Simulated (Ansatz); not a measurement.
Y:

```
Y
1.0
     3.64740    0.00000    0.00000
    -1.82370    3.15874    0.00000
     0.00000    0.00000    5.73060
Y
2
Direct
  0.66667 0.33333 0.75000
  0.33333 0.66667 0.25000
```

Program: Ansatz 0.2.0. Alike in all runs: task band structure; potentials or basis Ansatz PAW; no spin polarisation; cell as given; k mesh 8 × 8 × 5; cutoff (eV) 420; smearing fermi-dirac 0.05 eV.

Question: Order these runs on this cell by their pressure, lowest first.
A. level RPBE
B. level LDA
C. level PBEsol

Answer: B (-3.8 GPa), C (-2.0 GPa), A (1.4 GPa).

Caveats: the PAW data sets come from PBE, with cores solved anew for the run's functional, which leaves a small shift of forces and pressure.

Runs at the PBE level aren't shown here.
